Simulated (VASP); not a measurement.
# PtS2 (P-3m1) in VASP: a series of runs, part 2 of 2

VASP 6.6.1.

## Step 3: Dielectric tensor, PBE

INCAR

```
  PREC = Accurate
  ENCUT = 280
  EDIFF = 1E-8
  ISMEAR = 0
  SIGMA = 0.01
  LREAL = F
  LASPH = T
  NELM = 100
  ALGO = Normal
  ISIF = 2
  LWAVE = F
  LCHARG = F
  GGA = PE
  LEPSILON = T
```

KPOINTS

```
regular mesh
0
Gamma
  8 8 5
```

POSCAR

```
PtS2
1.0
    3.5432000000      0.0000000000      0.0000000000
   -1.7716000000      3.0685012107      0.0000000000
    0.0000000000      0.0000000000      5.0388000000
Pt S
1 2
Direct
    0.0000000000      0.0000000000      0.0000000000
    0.6666666667      0.3333333333      0.7730000000
    0.3333333333      0.6666666667      0.2270000000
```

Potentials or basis: VASP PAW PBE potentials, release 64 (Pt, S).

Launch:

```
cat potpaw_PBE.64/Pt/POTCAR potpaw_PBE.64/S/POTCAR > POTCAR
mpirun -np 1 vasp_std > vasp.out
```

OUTCAR:

```text
PREC = Accurate
   ENCUT = 280
   EDIFF = 1E-8
   ISMEAR = 0
   LREAL = F
   LASPH = T
   NELM = 100
   ISIF = 2
   GGA = PE
   LEPSILON = T

 Found     40 irreducible k-points:

 Following reciprocal coordinates:
            Coordinates               Weight
  0.000000  0.000000  0.000000      1.000000
  0.125000  0.000000  0.000000      6.000000
  0.250000  0.000000  0.000000      6.000000
  0.375000  0.000000  0.000000      6.000000
  0.500000  0.000000  0.000000      3.000000
  0.125000  0.125000  0.000000      6.000000
   k-points           NKPTS =     40   k-points in BZ     NKDIM =     40   number of bands    NBANDS=     15
   number of dos      NEDOS =    301   number of ions     NIONS =      3
   total plane-waves  NPLWV =  11200
   dimension x,y,z NGX =    20 NGY =   20 NGZ =   28
   dimension x,y,z NGXF=    40 NGYF=   40 NGZF=   56
   ions per type =               1   2
   NGX,Y,Z   is equivalent  to a cutoff of   9.38,  9.38,  9.24 a.u.
   NGXF,Y,Z  is equivalent  to a cutoff of  18.77, 18.77, 18.48 a.u.
 SYSTEM =  unknown system
   PREC   = accura    normal or accurate (medium, high low for compatibility)
   ISTART =      0    job   : 0-new  1-cont  2-samecut
   ICHARG =      2    charge: 1-file 2-atom 10-const
   ISPIN  =      1    spin polarized calculation?
   LNONCOLLINEAR =      F non collinear calculations
   LSORBIT =      F    spin-orbit coupling
   LASPH  =      T    aspherical Exc in radial PAW
   ENCUT  =  280.0 eV  20.58 Ry    4.54 a.u.   4.83  4.83  6.87*2*pi/ulx,y,z
   NELM   =    100;   NELMIN=  2; NELMDL= -5     # of ELM steps
   EDIFF  = 0.1E-07   stopping-criterion for ELM
   LREAL  =      F    real-space projection
   EDIFFG = 0.1E-06   stopping-criterion for IOM
   NSW    =      0    number of steps for IOM
   IBRION =     -1    ionic relax: 0-MD 1-quasi-New 2-CG
   NFREE  =      0    steps in history (QN), initial steepest desc. (CG)
   ISIF   =      2    stress and relaxation
   ISYM   =      2    0-nonsym 1-usesym 2-fastsym
   POTIM  = 0.5000    time-step for ionic-motion
   TEBEG  =    0.0;   TEEND  =   0.0 temperature during run
   PSTRESS=    0.0 pullay stress
   NELECT =      22.0000    total number of electrons
   NUPDOWN=      -1.0000    fix difference up-down
   EMIN   =  10.00;   EMAX   =-10.00  energy-range for DOS
   EFERMI =   0.00;   METHOD = LEGACY
   ISMEAR =     0;   SIGMA  =   0.01  broadening in eV -4-tet -1-fermi 0-gaus
   EFERMI_NEDOS =   21; number of points for ismear=-14 and -15
[... 185 lines left out ...]
  free energy    TOTEN  =        -2.82308181 eV

  energy without entropy =       -2.82308181

------------------------ aborting loop because EDIFF is reached ----------------------------------------

--------------------------------------- Ionic step        2  -------------------------------------------

------------------------ aborting loop because EDIFF is reached ----------------------------------------

--------------------------------------- Ionic step        3  -------------------------------------------

 Free energy of the ion-electron system (eV)
  ---------------------------------------------------
  ---------------------------------------------------
  free energy    TOTEN  =        -1.41406104 eV

  energy without entropy =       -1.41406104

------------------------ aborting loop because EDIFF is reached ----------------------------------------

 PIEZOELECTRIC TENSOR FIELD DIRECTION 3  (e Angst)
 -----------------------------------------------------------------------------
     0.00640 -0.00000  0.00000           (  0.00007 -0.00000  0.00000)
     0.00000  0.00640 -0.00000           (  0.00000  0.00007  0.00000)
     0.00000  0.00000 -0.01978           (  0.00000  0.00000 -0.00000)

 PIEZOELECTRIC TENSOR FIELD DIRECTION 3  (C/m^2)
 -----------------------------------------------------------------------------
     0.00187 -0.00000  0.00000
     0.00000  0.00187 -0.00000
     0.00000  0.00000 -0.00578

 MACROSCOPIC STATIC DIELECTRIC TENSOR (including local field effects in DFT)
 ------------------------------------------------------
          18.307223     0.000000     0.000000
           0.000000    18.307223     0.000000
          -0.000000     0.000000     9.934481
 ------------------------------------------------------

 PIEZOELECTRIC TENSOR (including local field effects)  for field in x, y, z        (e  Angst)
          XX          YY          ZZ          XY          YZ          ZX
  --------------------------------------------------------------------------------
  x     0.00000     0.00000     0.00000     0.00000     0.00000     0.00000
  y     0.00000     0.00000     0.00000     0.00000     0.00000     0.00000
  z     0.00000     0.00000     0.00000     0.00000     0.00000     0.00000

 PIEZOELECTRIC TENSOR (including local field effects)  for field in x, y, z        (C/m^2)
          XX          YY          ZZ          XY          YZ          ZX
  --------------------------------------------------------------------------------
  x     0.00000     0.00000     0.00000     0.00000     0.00000     0.00000
  y     0.00000     0.00000     0.00000     0.00000     0.00000     0.00000
  z     0.00000     0.00000     0.00000     0.00000     0.00000     0.00000

 BORN EFFECTIVE CHARGES (including local field effects) (in |e|, cummulative output)
 ---------------------------------------------------------------------------------
 ion    1
    1     2.94908     0.00000     0.00000
    2     0.00000     2.94908    -0.00000
    3     0.00000     0.00000    -0.57049
 ion    2
    1    -1.47454     0.00000     0.00000
    2     0.00000    -1.47454    -0.00000
    3     0.00000     0.00000     0.28525
 ion    3
    1    -1.47454     0.00000     0.00000
    2     0.00000    -1.47454    -0.00000
    3    -0.00000     0.00000     0.28525
```

OSZICAR:

```text
N       E                     dE             d eps       ncg     rms          rms(c)
DAV:   1     0.690915865616E+02    0.69092E+02   -0.75201E+03  1327   0.777E+02
[... 12 lines left out ...]
RMM:   8    -0.141361043615E+01    0.90962E-04   -0.91626E-06  1994   0.187E-02    0.110E-02
RMM:   9    -0.141407963040E+01   -0.46919E-03   -0.70681E-06  1960   0.104E-02    0.275E-03
RMM:  10    -0.141403886208E+01    0.40768E-04   -0.32887E-05  2067   0.198E-03    0.919E-04
RMM:  11    -0.141405067819E+01   -0.11816E-04    0.32801E-06  2024   0.796E-04    0.457E-04
RMM:  12    -0.141406309812E+01   -0.12420E-04    0.10879E-06  1960   0.492E-04    0.134E-04
RMM:  13    -0.141406094601E+01    0.21521E-05    0.75236E-07  1493   0.121E-04    0.407E-05
RMM:  14    -0.141406115328E+01   -0.20728E-06    0.16983E-07  1031   0.865E-05    0.132E-05
RMM:  15    -0.141406104083E+01    0.11245E-06    0.30401E-07   561   0.671E-05    0.269E-06
```

Run time: 93 s. Hardware: 1 thread of Intel Xeon Platinum 8559C (Emerald Rapids), shared host; peak memory 0.2 GiB.

The run converged, but some of its settings lie outside the range that counts as converged, so its numbers aren't taken as properties of the crystal.

Results:

| Property | Result |
| --- | --- |
| Band gap on the k mesh | 0.98 eV, indirect (least direct gap 1.03 eV) |
| Electronic dielectric tensor (diagonal) | 18.31, 18.31, 9.93 |
| Born charges (mean of the diagonal) | Pt +1.78; S -0.89 e |

Caveat: the cutoff is under 1.25 times the usual one of these potentials, so pressure, stress and relaxed cells hold a basis-set (Pulay) error; spin-orbit coupling is left out, which moves the levels of the heavy elements; an odd mesh through Γ misses points on the zone boundary, where band edges often lie.

## Step 4: The reference run

An earlier run on the cell as given: functional PBEsol; potentials or basis VASP PAW PBE potentials, release 64 (Pt, S); cutoff 520 eV; k mesh 9 × 9 × 5; occupations fermi-dirac, width 0.05 eV; no spin polarisation.

* Pressure: 6.1 GPa
* Largest force: 0.930 eV/Å
* Band gap on the k mesh: 0.96 eV, indirect (least direct gap 1.00 eV)
